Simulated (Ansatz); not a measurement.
ZrO$_{2}$:
```cif
data_O8Zr4
_chemical_formula_sum 'Zr4 O8'
_space_group_name_H-M_alt 'Fm-3m'
_space_group_IT_number 225
_space_group_name_Hall '-F 4 2 3'
_cell_length_a 5.06403
_cell_length_b 5.06403
_cell_length_c 5.06403
_cell_angle_alpha 90.000
_cell_angle_beta 90.000
_cell_angle_gamma 90.000
loop_
_atom_site_label
_atom_site_type_symbol
_atom_site_symmetry_multiplicity
_atom_site_Wyckoff_symbol
_atom_site_fract_x
_atom_site_fract_y
_atom_site_fract_z
_atom_site_occupancy
Zr1 Zr 4 a 0.00000 0.00000 0.00000 1
O1 O 8 c 0.25000 0.25000 0.25000 1
```
(The calculation used a cell of 3 atoms; values per cell refer to that cell.)

Relaxed with PBEsol. Independent-particle spectrum: no excitons, no local fields, no scissors shift; 0.1 eV broadening; ε₁ of the summed bands alone.

**Question.** Tabulate the dielectric function from PBEsol in the plane-wave PAW code Ansatz.

**Answer.** 

```csv
E (eV),ε₁ xx,ε₂ xx
0.0,5.86,0.00
0.3,5.87,0.00
0.6,5.90,0.00
0.9,5.94,0.00
1.2,6.01,0.00
1.5,6.09,0.00
1.8,6.21,0.00
2.1,6.35,0.00
2.4,6.53,0.00
2.7,6.77,0.00
3.0,7.09,0.00
3.3,7.54,0.00
3.6,8.29,0.00
3.9,10.16,0.90
4.2,9.64,3.31
4.5,8.27,3.63
4.8,8.26,3.81
5.1,8.22,4.24
5.4,7.46,5.05
5.7,7.46,4.66
6.0,7.73,4.91
6.3,7.28,5.76
6.6,7.18,5.74
6.9,8.42,6.14
7.2,8.32,9.03
7.5,6.46,10.35
7.8,5.09,11.14
8.1,2.67,12.27
8.4,-0.35,11.24
8.7,-2.11,12.34
9.0,-4.67,7.99
9.3,-3.52,5.70
9.6,-2.77,4.69
9.9,-2.06,4.29
10.2,-2.09,4.18
10.5,-1.29,3.50
10.8,-2.18,4.43
11.1,-2.69,3.36
11.4,-2.44,2.47
11.7,-2.17,1.97
12.0,-1.72,1.70
```

**Question.** From ε at 4.7 eV (xx: 8.25 + 3.69i), find n, k, the normal reflectivity and the absorption coefficient.

**Answer.** n = 2.94, k = 0.628, R = 26 %, α = 2kE/ħc = 300000 cm⁻¹.

With all bands, ε∞ without local fields is 6.01. DFPT, with local fields, gives 5.85.

This is a known high-temperature phase of the composition, computed here at zero pressure and temperature. The cell was relaxed with PBEsol under the symmetry of its start; its stability against distortions is not shown here. The run is not spin-polarised. Spin–orbit coupling is left out wherever it is not named.

Potentials: the later of the program's two PAW sets.
